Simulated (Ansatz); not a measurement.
**AlCu3: do energies and stresses tell the same story?**

Computed with DFT PBEsol, scalar-relativistic, plane waves, PAW in Ansatz 0.2.0.

Plane waves to 420 eV, a k mesh through Γ of 12×12×12 on the computed 4-atom cell and Gaussian smearing (0.10 eV); no spin polarisation.

Relaxed cell: Fm-3m, a = 5.767 Å, b = 5.767 Å, c = 5.767 Å, α = 90.00°, β = 90.00°, γ = 90.00°, 4 atoms in the primitive cell. Whether it is the stable form of this composition wasn't checked.

Energies at zero smearing and pressures from the stress tensor, at volumes with shape and atoms relaxed:
| V (Å³/atom) | E − E(first) (meV/atom) | P (GPa) |
| --- | --- | --- |
| 10.549 | 0.00 | 26.17 |
| 10.908 | -49.15 | 17.86 |
| 11.268 | -81.17 | 10.86 |
| 11.628 | -98.76 | 4.97 |
| 11.987 | -104.19 | 0.00 |
| 12.347 | -99.37 | -4.18 |
| 12.706 | -85.91 | -7.70 |
| 13.186 | -56.88 | -11.54 |

Task: Check P = −dE/dV between neighbouring volumes, and get the bulk modulus from the pressures alone.

Result: With 1 eV/Å³ = 160.2 GPa:
```json
{"middle V (Å³/atom)": "10.729", "−ΔE/ΔV (GPa)": "21.899", "mean P (GPa)": "22.014"}
{"middle V (Å³/atom)": "11.088", "−ΔE/ΔV (GPa)": "14.263", "mean P (GPa)": "14.358"}
{"middle V (Å³/atom)": "11.448", "−ΔE/ΔV (GPa)": "7.836", "mean P (GPa)": "7.915"}
{"middle V (Å³/atom)": "11.807", "−ΔE/ΔV (GPa)": "2.421", "mean P (GPa)": "2.486"}
{"middle V (Å³/atom)": "12.167", "−ΔE/ΔV (GPa)": "-2.149", "mean P (GPa)": "-2.088"}
{"middle V (Å³/atom)": "12.527", "−ΔE/ΔV (GPa)": "-5.993", "mean P (GPa)": "-5.941"}
{"middle V (Å³/atom)": "12.946", "−ΔE/ΔV (GPa)": "-9.701", "mean P (GPa)": "-9.620"}
```

The two differ by 0.12 GPa at most. The mean of two end pressures misses the average over a step by about ΔV² P″/12, up to 0.12 GPa here; with that taken off 0.01 GPa remains. Around V = 11.987 Å³/atom, the two neighbours give B = −V ΔP/ΔV = 11.987 × 9.15 / 0.719 = 152.5 GPa, against B0 = 151.6 GPa from the Birch–Murnaghan fit of the energies.